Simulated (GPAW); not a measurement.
# PbSe (Clausthalite) (Fm-3m) in GPAW: notebook

Runs on PbSe (Clausthalite). Level: PBE. Tasks: single point.

All numbers are computed with GPAW 26.7.0; they aren't measurements. Logs are shortened: lines on timing, memory, paths and dates and some standing lists are left out, and cuts for length are marked. The log counts tension as positive stress, the text compression.

**What was measured.**

A printed reference work, monograph reports, for a bulk crystal of PbSe at 4.2 K: band gap 0.15 eV (direct).

The runs below are set against these values where they give the same quantity.

## 1. The structure

Symmetry: Fm-3m, No. 225, cubic system. Conventional cell: a = 6.121 Å, b = 6.121 Å, c = 6.121 Å, α = 90.00°, β = 90.00°, γ = 90.00°. Around Pb (site symmetry m-3m) lie 6 Se at 3.06 Å. Around Se (site symmetry m-3m) lie 6 Pb at 3.06 Å.

## 2. Single point, PBE

The input, run.py:

```python
from ase.dft.bandgap import bandgap
from ase.io import read, write
from ase.units import GPa
from gpaw import GPAW, PW

atoms = read('POSCAR')

calc = GPAW(mode=PW(600),
            xc='PBE',
            kpts={'size': (8, 8, 8), 'gamma': True},
            occupations={'name': 'methfessel-paxton', 'order': 0, 'width': 0.024},
            nbands=19,
            convergence={'density': 1e-05, 'energy': 1e-05},
            maxiter=150,
            txt='gpaw.txt')
atoms.calc = calc
energy = atoms.get_potential_energy()
forces = atoms.get_forces()
stress = atoms.get_stress()
calc.write('gs.gpw')
write('result.traj', atoms)
print(f'Energy: {energy:.6f} eV')
print('Forces (eV/A):')
print(forces.round(4))
print('Stress (GPa):', (stress / GPa).round(3))
print('Fermi level:', round(calc.get_fermi_level(), 4), 'eV')
print(f'Gap: {bandgap(calc)[0]:.4f} eV, direct: {bandgap(calc, direct=True)[0]:.4f} eV')
```

The input, POSCAR:

```
PbSe
1.0
    0.0000000000      3.0606500000      3.0606500000
    3.0606500000      0.0000000000      3.0606500000
    3.0606500000      3.0606500000      0.0000000000
Pb Se
1 1
Direct
    0.0000000000      0.0000000000      0.0000000000
    0.5000000000      0.5000000000      0.5000000000
```

Potentials or basis: GPAW PAW data sets (gpaw-data 1.2.1), pw.

Started as:

```bash
$ OMP_NUM_THREADS=1 python run.py
```

gpaw.txt:

```text
__  _  _
 | _ |_)|_||  |
 |__||  | ||/\| - 26.7.0

Input parameters:
  mode=PW(ecut=600.0),
  convergence={'density': 1e-05, 'energy': 1e-05},
  kpts=MonkhorstPack(size=(8, 8, 8), gamma=True),
  maxiter=150,
  nbands=19,
  occupations=Occupations(name='methfessel-paxton', order=0, width=0.024),
  xc=XC(name='PBE')

Diagonalizing LCAO Hamiltonian
Converting LCAO to pw mode

                Se

       Pb

Atoms  # Å, Bohr magnetons
|   | symbol |        x |        y |        z |    initial magnetic moments |
|---|--------|----------|----------|----------|-----------------------------|
| 0 |     Pb | 0.000000 | 0.000000 | 0.000000 | ( 0.0000,  0.0000,  0.0000) |
| 1 |     Se | 3.060650 | 3.060650 | 3.060650 | ( 0.0000,  0.0000,  0.0000) |

Unit cell  # Å
| periodic |        x |        y |        z |  lengths |    angles |
|----------|----------|----------|----------|----------|-----------|
|      yes | 0.000000 | 3.060650 | 3.060650 | 4.328413 | 60.000000 |
|      yes | 3.060650 | 0.000000 | 3.060650 | 4.328413 | 60.000000 |
|      yes | 3.060650 | 3.060650 | 0.000000 | 4.328413 | 60.000000 |

Number of symmetries: 48
Symmetry operations  # r_c * U_cc + t_c -> r_c
|    | kind |            matrix            |
|----|------|------------------------------|
|  0 |  σ   |  1, 0, 0,  1, 0,-1,  1,-1, 0 |
|  1 |  C2  |  1, 0, 0,  1,-1, 0,  1, 0,-1 |
|  2 |  E   |  1, 0, 0,  0, 1, 0,  0, 0, 1 |
|  3 |  σ   |  1, 0, 0,  0, 0, 1,  0, 1, 0 |
|  4 |  C4  |  1, 0,-1,  1, 0, 0,  1,-1, 0 |
|  5 |  S6  |  1, 0,-1,  1,-1, 0,  1, 0, 0 |
|  6 |  σ   |  1, 0,-1,  0, 1,-1,  0, 0,-1 |
|  7 |  C3  |  1, 0,-1,  0, 0,-1,  0, 1,-1 |
|  8 |  S6  |  1,-1, 0,  1, 0, 0,  1, 0,-1 |
|  9 |  C4  |  1,-1, 0,  1, 0,-1,  1, 0, 0 |
| 10 |  C3  |  1,-1, 0,  0,-1, 1,  0,-1, 0 |
| 11 |  σ   |  1,-1, 0,  0,-1, 0,  0,-1, 1 |
| 12 |  σ   |  0, 1, 0,  1, 0, 0,  0, 0, 1 |
| 13 |  C4  |  0, 1, 0,  0, 1,-1, -1, 1, 0 |
| 14 |  C3  |  0, 1, 0,  0, 0, 1,  1, 0, 0 |
| 15 |  S6  |  0, 1, 0, -1, 1, 0,  0, 1,-1 |
| 16 |  C2  |  0, 1,-1,  1, 0,-1,  0, 0,-1 |
| 17 |  σ   |  0, 1,-1,  0, 1, 0, -1, 1, 0 |
| 18 |  S4  |  0, 1,-1,  0, 0,-1,  1, 0,-1 |
| 19 |  C4  |  0, 1,-1, -1, 1, 0,  0, 1, 0 |
| 20 |  C3  |  0, 0, 1,  1, 0, 0,  0, 1, 0 |
| 21 |  σ   |  0, 0, 1,  0, 1, 0,  1, 0, 0 |
| 22 |  S6  |  0, 0, 1,  0,-1, 1, -1, 0, 1 |
| 23 |  C4  |  0, 0, 1, -1, 0, 1,  0,-1, 1 |
| 24 |  S4  |  0, 0,-1,  1, 0,-1,  0, 1,-1 |
| 25 |  C3  |  0, 0,-1,  0, 1,-1,  1, 0,-1 |
| 26 |  C2  |  0, 0,-1,  0,-1, 0, -1, 0, 0 |
| 27 |  S6  |  0, 0,-1, -1, 0, 0,  0,-1, 0 |
| 28 |  S4  |  0,-1, 1,  1,-1, 0,  0,-1, 0 |
| 29 |  C4  |  0,-1, 1,  0, 0, 1, -1, 0, 1 |
| 30 |  C2  |  0,-1, 1,  0,-1, 0,  1,-1, 0 |
| 31 |  σ   |  0,-1, 1, -1, 0, 1,  0, 0, 1 |
| 32 |  C3  |  0,-1, 0,  1,-1, 0,  0,-1, 1 |
| 33 |  S6  |  0,-1, 0,  0, 0,-1, -1, 0, 0 |
| 34 |  S4  |  0,-1, 0,  0,-1, 1,  1,-1, 0 |
| 35 |  C2  |  0,-1, 0, -1, 0, 0,  0, 0,-1 |
| 36 |  C2  | -1, 1, 0,  0, 1, 0,  0, 1,-1 |
| 37 |  S6  | -1, 1, 0,  0, 1,-1,  0, 1, 0 |
| 38 |  S4  | -1, 1, 0, -1, 0, 1, -1, 0, 0 |
| 39 |  C3  | -1, 1, 0, -1, 0, 0, -1, 0, 1 |
| 40 |  S6  | -1, 0, 1,  0, 0, 1,  0,-1, 1 |
| 41 |  C2  | -1, 0, 1,  0,-1, 1,  0, 0, 1 |
| 42 |  C3  | -1, 0, 1, -1, 1, 0, -1, 0, 0 |
| 43 |  S4  | -1, 0, 1, -1, 0, 0, -1, 1, 0 |
| 44 |  C2  | -1, 0, 0,  0, 0,-1,  0,-1, 0 |
| 45 |  i   | -1, 0, 0,  0,-1, 0,  0, 0,-1 |
| 46 |  σ   | -1, 0, 0, -1, 1, 0, -1, 0, 1 |
| 47 |  C2  | -1, 0, 0, -1, 0, 1, -1, 1, 0 |

BZ-sampling:
  Number of BZ points: 512
  Number of IBZ points: 29

[... 64 lines left out ...]
    |    d |        |       6.001 |    1.217 |

    Using partial waves for Pb as LCAO basis

  Se:
    name:    Selenium
    Z:       34.0
    valence: 6
    core:    28
    charge:  0.0  # [|e|]
    compensation charges:
      type: gauss
      rc: 0.27  # [Å]
      lmax: 2
    cutoffs:
      filter: 1.77  # [Å]
      core: 2.67  # [Å]
    projectors
    | kind |    occ | energy [eV] | rcut [Å] |
    |------|--------|-------------|----------|
    |   4s |  2.000 |     -17.277 |    0.847 |
    |   4p |  4.000 |      -6.512 |    1.005 |
    |    s |        |       9.935 |    0.847 |
    |    p |        |      20.699 |    1.005 |
    |    d |        |       0.000 |    0.847 |

    Using partial waves for Se as LCAO basis

Reference energy: -633377.995495  # eV

eigensolver:
  PPCG
  Converge bands: occupied
  niter=2

density mixing:
  MSR1-Mixer
  Pratt-step length: 0.05
  Maximum mixing coefficient: 0.75
  Old densities: 10
  SVD Regularization: 0.005
  Good broyden scale: 1.0
  Trust region scale: 1.0
  Backstep threshold: 4.0
  History deletion threshold: 6.0
  Fourier metric: weight=20.0, sigma=0.015

occupation numbers:
  Methfessel-Paxton:
    width: 0.0240  # eV
    order: 0

poisson solver:
  ecut: 4800.0  # eV

xc functional:
  name: PBE with 2 nearest neighbor stencil

convergence criteria:
- Maximum integral of absolute [dens]ity change: 1e-05 electrons / valence electron
- Maximum [total energy] change in last 3 cyles: 1e-05 eV / valence electron
- Maximum integral of absolute [eigenst]ate change: 4e-08 eV^2 / valence electron
maximum number of iterations: 150

SCF iterations
|iter     | |      energy | eigst |  dens |
|---------|-|-------------|-------|-------|
|iter:   1| |   -8.650817 | -0.26 |       |
|iter:   2| |   -8.591118 | -2.07 | -1.23 |
|iter:   3| |   -8.397270 | -1.90 | -1.28 |
|iter:   4| |   -8.398904 | -3.76 | -1.89 |
|iter:   5| |   -8.399586 | -4.32 | -2.29 |
|iter:   6| |   -8.399612 | -5.59 | -3.23 |
|iter:   7| |   -8.399615c| -6.72 | -3.76 |
|iter:   8| |   -8.399615c| -7.69c| -4.47 |
|iter:   9| |   -8.399615c| -7.81c| -5.22c|

Converged in 9 steps
Energy contributions relative to reference atoms: (reference = -633377.995495)

Energy contributions:
  Kinetic:          19.960768
  Coulomb:         -20.085754
  Zero:             -0.062266
  External:          0.000000
  Xc:               -8.212363
  Entropy:          -0.000000
  Spinorbit:         0.000000
  ----------------------------
  Free energy:      -8.399615
  Extrapolated:     -8.399615

dipole moment: (-25.874213, -25.874213, -25.874213)  # |e|*Ang

Fermi level: 6.238
Eigenvalues  # (at kpt = [0.000, 0.000, 0.000])
| band index |      eig [eV] | occ [0-2] |
|------------|---------------|-----------|
|          0 |       -10.722 |     2.000 |
|        ... |               |           |
|          2 |       -10.720 |     2.000 |
|          3 |       -10.720 |     2.000 |
|          4 |       -10.720 |     2.000 |
|          5 |        -7.475 |     2.000 |
|          6 |        -0.127 |     2.000 |
|          7 |         4.217 |     2.000 |
[... 9 lines left out ...]
|         17 |        14.532 |     0.000 |
|         18 |        15.113 |     0.000 |

Gap: 0.242 eV
Transition (v -> c):
  (s=0, k=28, n=9, [0.50, 0.50, 0.50]) -> (s=0, k=28, n=10, [0.50, 0.50, 0.50])
No difference between direct/indirect transitions

Forces  # eV/Ang
|        x |       y |       z |
|----------|---------|---------|
|  0.00000 | 0.00000 | 0.00000 |  # Pb   0
| -0.00000 | 0.00000 | 0.00000 |  # Se   1

Stress tensor  # eV/Ang^3
|         x |         y |         z |
|-----------|-----------|-----------|
| -0.013862 |  0.000000 |  0.000000 |
|  0.000000 | -0.013862 | -0.000000 |
|  0.000000 | -0.000000 | -0.013862 |

# Writing to gs.gpw (mode='')
```

Wall time 14 s (1 thread of Arm Neoverse V2, shared host); peak memory 0.17 GiB.

Results:

```
Free energy            : -8.3996 eV
Pressure               : 2.2 GPa
Band gap on the k mesh : 0.24 eV, direct
```

Levels at points of the mesh, in eV from the valence-band top:
| k point | band 6 | band 7 | band 8 | band 9 | band 10 | band 11 | band 12 | band 13 | band 14 | band 15 |
| --- | --- | --- | --- | --- | --- | --- | --- | --- | --- | --- |
| (0.00, 0.00, 0.00) | -13.62 | -6.27 | -1.93 | -1.93 | -1.93 | 4.65 | 4.65 | 4.65 | 6.49 | 6.49 |
| (0.50, 0.50, 0.00) | -12.19 | -7.34 | -5.03 | -3.28 | -3.28 | 3.66 | 5.55 | 5.55 | 5.99 | 11.28 |
| (0.50, 0.50, 0.50) | -12.56 | -8.78 | -1.51 | -1.51 | 0.00 | 0.24 | 1.63 | 1.63 | 8.52 | 10.15 |

Caveat: spin-orbit coupling is left out, which as a rule narrows the gap of such compounds by several tenths of an eV.

## 3. Single point, PBE

Edit run.py of step 2 so:

```diff
@@ -2,6 +2,7 @@
 from ase.io import read, write
-from ase.units import GPa
+from ase.units import Bohr, GPa
 from gpaw import GPAW, PW
+from gpaw.elf import elf_from_dft_calculation
 
-atoms = read('POSCAR')
+atoms = read('PbSe.xyz')
 
@@ -10,3 +11,3 @@
             kpts={'size': (8, 8, 8), 'gamma': True},
-            occupations={'name': 'methfessel-paxton', 'order': 0, 'width': 0.024},
+            occupations={'name': 'methfessel-paxton', 'order': 0, 'width': 0.025},
             nbands=19,
@@ -27 +28,6 @@
 print(f'Gap: {bandgap(calc)[0]:.4f} eV, direct: {bandgap(calc, direct=True)[0]:.4f} eV')
+
+# fields on the real-space grid
+write('density.cube', atoms, data=calc.get_pseudo_density() * Bohr**3)
+write('potential.cube', atoms, data=calc.get_electrostatic_potential())
+write('elf.cube', atoms, data=elf_from_dft_calculation(calc).data)
```

The input, PbSe.xyz:

```xyz
2
Lattice="0.0000000000 3.0606500000 3.0606500000 3.0606500000 0.0000000000 3.0606500000 3.0606500000 3.0606500000 0.0000000000" Properties=species:S:1:pos:R:3 pbc="T T T"
Pb     0.0000000000      0.0000000000      0.0000000000
Se     3.0606500000      3.0606500000      3.0606500000
```

Potentials or basis: GPAW PAW data sets (gpaw-data 1.2.1), pw.

Started as:

```bash
$ OMP_NUM_THREADS=1 python run.py
```

Run time: 14 s. Hardware: 1 thread of Arm Neoverse V2, shared host; peak memory 0.17 GiB.

Results (log left out):

```yaml
Free_energy: -8.3996 eV
Pressure: 2.2 GPa
Band_gap_on_the_k_mesh: 0.24 eV, direct
```

Levels at points of the mesh, in eV from the valence-band top:
```tsv
k point	band 8	band 9	band 10	band 11	band 12	band 13
(0.00, 0.00, 0.00)	-1.93	-1.93	-1.93	4.65	4.65	4.65
(0.50, 0.50, 0.00)	-5.03	-3.28	-3.28	3.66	5.55	5.55
(0.50, 0.50, 0.50)	-1.51	-1.51	0.00	0.24	1.63	1.63
```

Caveat: spin-orbit coupling is left out, which as a rule narrows the gap of such compounds by several tenths of an eV.

## 4. Single point, PBE

Edit run.py of step 3 so:

```diff
@@ -1,3 +1,4 @@
+from ase import Atoms
 from ase.dft.bandgap import bandgap
-from ase.io import read, write
+from ase.io import write
 from ase.units import Bohr, GPa
@@ -6,3 +7,9 @@
 
-atoms = read('PbSe.xyz')
+atoms = Atoms(['Pb', 'Se'],
+              cell=[[0.0, 3.06065, 3.06065],
+                    [3.06065, 0.0, 3.06065],
+                    [3.06065, 3.06065, 0.0]],
+              scaled_positions=[[0.0, 0.0, 0.0],
+                                [0.5, 0.5, 0.5]],
+              pbc=True)
 
@@ -11,3 +18,3 @@
             kpts={'size': (8, 8, 8), 'gamma': True},
-            occupations={'name': 'methfessel-paxton', 'order': 0, 'width': 0.025},
+            occupations={'name': 'methfessel-paxton', 'order': 0, 'width': 0.026000000000000002},
             nbands=19,
```

Potentials or basis: GPAW PAW data sets (gpaw-data 1.2.1), pw.

Started as:

```bash
$ OMP_NUM_THREADS=1 python run.py
```

gpaw.txt:

```text
__  _  _
 | _ |_)|_||  |
 |__||  | ||/\| - 26.7.0

Input parameters:
  mode=PW(ecut=600.0),
  convergence={'density': 1e-05, 'energy': 1e-05},
  kpts=MonkhorstPack(size=(8, 8, 8), gamma=True),
  maxiter=150,
  nbands=19,
  occupations=Occupations(name='methfessel-paxton', order=0, width=0.026000000000000002),
  xc=XC(name='PBE')

Diagonalizing LCAO Hamiltonian
Converting LCAO to pw mode

                Se

       Pb

Atoms  # Å, Bohr magnetons
|   | symbol |        x |        y |        z |    initial magnetic moments |
|---|--------|----------|----------|----------|-----------------------------|
| 0 |     Pb | 0.000000 | 0.000000 | 0.000000 | ( 0.0000,  0.0000,  0.0000) |
| 1 |     Se | 3.060650 | 3.060650 | 3.060650 | ( 0.0000,  0.0000,  0.0000) |

Unit cell  # Å
| periodic |        x |        y |        z |  lengths |    angles |
|----------|----------|----------|----------|----------|-----------|
[... 202 lines left out ...]
Converged in 9 steps
Energy contributions relative to reference atoms: (reference = -633377.995495)

Energy contributions:
  Kinetic:          19.960768
  Coulomb:         -20.085754
  Zero:             -0.062266
  External:          0.000000
  Xc:               -8.212363
  Entropy:          -0.000000
  Spinorbit:         0.000000
  ----------------------------
  Free energy:      -8.399615
  Extrapolated:     -8.399615

dipole moment: (-25.874213, -25.874213, -25.874213)  # |e|*Ang

Fermi level: 6.246
Eigenvalues  # (at kpt = [0.000, 0.000, 0.000])
| band index |      eig [eV] | occ [0-2] |
|------------|---------------|-----------|
|          0 |       -10.722 |     2.000 |
|        ... |               |           |
|          2 |       -10.720 |     2.000 |
|          3 |       -10.720 |     2.000 |
|          4 |       -10.720 |     2.000 |
|          5 |        -7.475 |     2.000 |
|          6 |        -0.127 |     2.000 |
|          7 |         4.217 |     2.000 |
[... 9 lines left out ...]
|         17 |        14.532 |     0.000 |
|         18 |        15.113 |     0.000 |

Gap: 0.242 eV
Transition (v -> c):
  (s=0, k=28, n=9, [0.50, 0.50, 0.50]) -> (s=0, k=28, n=10, [0.50, 0.50, 0.50])
No difference between direct/indirect transitions

Forces  # eV/Ang
|       x |        y |        z |
|---------|----------|----------|
| 0.00000 | -0.00000 | -0.00000 |  # Pb   0
| 0.00000 |  0.00000 |  0.00000 |  # Se   1

Stress tensor  # eV/Ang^3
|         x |         y |         z |
|-----------|-----------|-----------|
| -0.013862 |  0.000000 |  0.000000 |
|  0.000000 | -0.013862 |  0.000000 |
|  0.000000 |  0.000000 | -0.013862 |

# Writing to gs.gpw (mode='')
```

It took 14 s on 1 thread of Arm Neoverse V2, shared host; peak memory 0.17 GiB.

Results:

```
Free energy            : -8.3996 eV
Pressure               : 2.2 GPa
Band gap on the k mesh : 0.24 eV, direct
```

Caveat: spin-orbit coupling is left out, which as a rule narrows the gap of such compounds by several tenths of an eV.

[end of part 1 of 2]
